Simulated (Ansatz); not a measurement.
**Ionic part of the dielectric constant of CaS at -1.8 GPa, mode by mode**

Computed with Ansatz, DFT LDA, scalar-relativistic, plane waves, PAW. Cutoff 420 eV, 8×8×8 k-points (Γ-centred), fixed occupations. No spin polarisation. Phonons by linear response, acoustic sum rule imposed.

It takes space group Fm-3m (No. 225, cubic). Conventional cell: a = 5.616 Å, b = 5.616 Å, c = 5.616 Å, α = 90.00°, β = 90.00°, γ = 90.00°. Ca (site symmetry m-3m) is surrounded by 6 S at 2.81 Å. Around S (site symmetry m-3m) lie 6 Ca at 2.81 Å.

The cell is the ideal cubic rocksalt prototype.

The primitive cell has V = 44.29 Å³ and ε∞,xx = 5.312. Each polar mode adds Δε = (4.92064×10⁷/V)·S/ν² along x, with S its oscillator strength in e²/amu, ν in cm⁻¹ and V in Å³.

Question: From these modes, find each Δε and ε0,xx.
| ν (cm⁻¹) | S_xx (e²/amu) |
| --- | --- |
| 228.2 | 0.3118 |

Answer:
```
ν (cm⁻¹)    Δε
   228.2  6.65
```

The sum is 6.651, so ε0,xx = 11.96; the run's tensor has 11.96.

Question: Where do the longitudinal modes lie for a wave vector along x?

Answer: At 342 cm⁻¹. The Lyddane–Sachs–Teller product Π(ν_LO/ν_TO)² = 2.25 matches ε0/ε∞ = 2.25.

Cost: 1 run of about 0.46 core-minutes, on Arm Neoverse V2 (shared hosts).